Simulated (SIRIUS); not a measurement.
## Ti and the effect of the functional

Symmetry: P6_3/mmc, No. 194, hexagonal system. Conventional cell: a = 2.950 Å, b = 2.950 Å, c = 4.680 Å, α = 90.00°, β = 90.00°, γ = 120.00°. Around Ti (site symmetry -6m2) lie 12 Ti at 2.89 to 2.95 Å.

Kept alike: task single point; k mesh 8 × 8 × 5; occupations fermi-dirac, width 0.05 eV; no spin polarisation. Program: SIRIUS, PseudoDojo 0.4.1 PBE standard (scalar relativistic), cutoff 1152 eV. The mesh is that of the run's cell of 2 atoms. No spin-orbit coupling.

| functional | pressure (GPa) |
| --- | --- |
| AM05 | -5.27 |
| BLYP | 1.10 |
| LDA | -9.50 |
| LDA-PZ | -9.44 |
| OLYP | -0.98 |
| PBE | -1.43 |
| PBEsol | -5.58 |
| PW91 | -2.00 |
| RPBE | 1.61 |
| SOGGA | -5.82 |
| revPBE | 0.78 |

Pressure is positive in compression; the values hold the error of the finite cutoff, so their zero can differ a little from the energy's minimum. For a metal such a mesh leaves the last digits unconverged. All rows use potentials made for PBE.

Question: What does the functional change here?

Answer: The pressure runs from -9.50 (LDA) to 1.61 GPa (RPBE). From PBE: AM05 -3.84; BLYP +2.53; LDA -8.07; LDA-PZ -8.01; OLYP +0.45; PBEsol -4.15; PW91 -0.57; RPBE +3.04; SOGGA -4.39; revPBE +2.21. A positive pressure means that the functional's own cell is larger than the one given, a negative one that it is smaller.
